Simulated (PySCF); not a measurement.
Predicted spectroscopic data

[PySCF: coordinates at the GFN2-xTB level; J: B3LYP/pcJ-1; NMR shieldings at PBE0/pcSseg-1/GIAO; averaged over atoms made equivalent by symmetry, fast rotation or ring inversion; isolated molecule; one computed conformer; relativity neglected]

Shifts are taken against calculated references (same method and geometry level): 1H, 13C vs TMS. Multiplet labels drop J under 1 Hz and among equivalent protons, and merge close values. Unscaled 3J(H,H) run several per cent high. Where no couplings were computed, multiplicities follow the n + 1 count of equivalent neighbours, and m marks all less simple cases (inequivalent or close neighbours, rings, F or P nearby). Acid and N–H amide carbonyl carbons lie up to 10 ppm further downfield in solution (hydrogen bonding). Shifts are as computed. Against solution values, carbons near 30 ppm lie about +3 ppm off and those near 130 ppm about +5 ppm. Of 1211 compounds with measured shifts, 218 miss one by over three times the rms of a fit or turn the order of signals round; such compounds aren't used in these exercises. OH and NH positions are gas-phase values without hydrogen bonding to other molecules.

Compound 1 (C3H4O3). 1H NMR (600 MHz, computed): δ 6.07 (br s, 1H), 3.11 (m, 1H), 2.91 (m, 1H), 2.80 (m, 1H). 13C{1H} NMR (computed): δ 175.8, 46.7, 46.2. Structure: SMILES O=C(O)[C@@H]1CO1.

Compound 2 (C3H2N2). 1H NMR (600 MHz, computed): δ 3.24 (s, 2H). 13C{1H} NMR (computed): δ 114.3, 6.5. Structure: SMILES N#CCC#N.

Compound 3 (C8H11ClSi). 1H NMR (600 MHz, computed): δ 7.77 (m, 2H), 7.69 (m, 1H), 7.67 (m, 2H), 0.57 (s, 6H). 13C{1H} NMR (computed): δ 144.0, 138.8, 135.8, 133.1, 3.4. Structure: `C[Si](C)(Cl)c1ccccc1`.
